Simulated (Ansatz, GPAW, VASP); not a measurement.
# One calculation of ZnS, 3 ways

```
Zn S
1.0
     0.00000    2.70200    2.70200
     2.70200    0.00000    2.70200
     2.70200    2.70200    0.00000
Zn S
1 1
Direct
  0.75000 0.75000 0.75000
  0.00000 0.00000 0.00000
```

Alike in all runs: task single point; functional PBE; k mesh 9 × 9 × 9; occupations gaussian, width 0.016 eV; no spin polarisation; no spin-orbit coupling. Pressure is positive in compression and, in plane waves, holds the error of the finite cutoff.

| program and potentials | plane-wave cutoff (eV) | notes | pressure (GPa) |
| --- | --- | --- | --- |
| GPAW, GPAW PAW data sets (gpaw-data 1.2.1) | 600 | - | 1.62 |
| VASP, PBE PAW files S, Zn, 520 eV | 520 | - | 1.76 |
| Ansatz, all-electron LAPW, scalar-relativistic | - | - | 1.61 |

The pressure spans 1.61 (Ansatz, all-electron LAPW, scalar-relativistic) to 1.76 GPa (VASP, PBE PAW files S, Zn, 520 eV), with all-electron results at 1.61.

Differences between rows come from potentials, basis sets and numerical settings, since the functional is the same but for its coding. Runs on potential files found faulty are left out.
